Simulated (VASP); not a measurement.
Write the native input for VASP 6.6.1 that does the following.

| Property | Result |
| --- | --- |
| Task | relaxation of cell and atoms |
| Functional | PBEsol |
| Potentials or basis | VASP PAW PBE potentials, release 64 (Ga_d, P) |
| Cutoff | 600 eV |
| k mesh | 8 × 8 × 8 |
| Occupations | gaussian, width 0.03 eV |
| Spin | no spin polarisation |
| Further INCAR settings | ALGO = Normal; EDIFF = 1e-06; IBRION = 2; EDIFFG = -0.01; NSW = 90; ISIF = 3 |

The structure of GaP lies in POSCAR:

```
GaP
1.0
    0.0000000000      2.7252500000      2.7252500000
    2.7252500000      0.0000000000      2.7252500000
    2.7252500000      2.7252500000      0.0000000000
Ga P
1 1
Direct
    0.0000000000      0.0000000000      0.0000000000
    0.2500000000      0.2500000000      0.2500000000
```

The input as run:

INCAR

```
ALGO = Normal
EDIFF = 1E-6
EDIFFG = -0.01
ENCUT = 600
GGA = PS
IBRION = 2
ISIF = 3
ISMEAR = 0
LASPH = True
LCHARG = False
LREAL = False
LWAVE = False
NELM = 80
NSW = 90
PREC = Accurate
SIGMA = 0.03
```

KPOINTS

```
k-points
0
Gamma
  8 8 8
```

Potentials or basis: VASP PAW PBE potentials, release 64 (Ga_d, P).

The run is started by

```console
$ cat potpaw_PBE.64/Ga_d/POTCAR potpaw_PBE.64/P/POTCAR > POTCAR
$ mpirun -np 1 vasp_std > vasp.out
```

Results of the run:

```json
{"Relaxed volume": "20.09 Å³/atom", "Relaxed cell": "a = 3.844 Å, b = 3.844 Å, c = 3.844 Å, α = 60.00°, β = 60.00°, γ = 60.00°", "Space group after relaxing (to 0.05 Å)": "F-43m (No. 216)", "Energy gained by relaxing": "0.3 meV/atom", "Ionic steps": "3", "Pressure after relaxing": "0.0 GPa", "Band gap on the k mesh": "1.50 eV, indirect (least direct gap 1.81 eV)"}
```

Caveat: the PAW data sets were made with another functional, which shifts forces and pressure a little.

It took 13 s on 1 thread of Intel(R) Xeon(R) 6975P-C (Granite Rapids), on a shared host, peak memory 0.19 GiB.
